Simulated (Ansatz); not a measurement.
Runs of Ansatz 0.2.0 on Ni. Symmetry: Fm-3m, No. 225, cubic system. Conventional cell: a = 3.475 Å, b = 3.475 Å, c = 3.475 Å, α = 90.00°, β = 90.00°, γ = 90.00°. Ni (site symmetry m-3m) is surrounded by 12 Ni at 2.46 Å. 

| task | level | cell | smearing | points for each segment of the path | gap on the mesh (eV) | pressure (GPa) | moment (μB) | relaxed volume (Å³/atom) |
| --- | --- | --- | --- | --- | --- | --- | --- | --- |
| band structure | LDA | as given | fermi-dirac 0.05 eV | 14 | none | -10.2 | 0.62 | - |
| band structure | RPBE | as given | fermi-dirac 0.05 eV | 14 | none | 13.9 | 0.63 | - |
| band structure | PBEsol | as given | fermi-dirac 0.05 eV | 14 | none | -2.4 | 0.63 | - |
| relaxation of cell and atoms | LDA | relaxed | fermi-dirac 0.05 eV | - | - | 0.0 | 0.62 | (a) |
| relaxation of cell and atoms | PBE | relaxed | fermi-dirac 0.05 eV | - | - | 0.0 | 0.63 | 10.89 |
| band structure | PBE | as given | fermi-dirac 0.05 eV | 14 | none | 8.1 | 0.63 | - |
| relaxation of cell and atoms | PBEsol | relaxed | fermi-dirac 0.05 eV | - | none | 0.0 | 0.63 | 10.38 |
| single point | PBE | as given | gaussian 0.011 eV | - | none | (b) | 0.64 | - |

Alike in all rows: potentials or basis Ansatz PAW; spin collinear, ferromagnetic start; k mesh 13 × 13 × 13; cutoff (eV) 420.

Problem. Estimate the missing entries.

Solution. (a) 10.04; (b) 8.0.

Caveats: the PAW data sets come from PBE, with cores solved anew for the run's functional, which leaves a small shift of forces and pressure (some runs); the plane-wave basis is chosen anew once the cell has moved, so the energies of steps on either side of that aren't comparable (some runs).

A gap of «none» marks a metal or a gap under the smearing width.
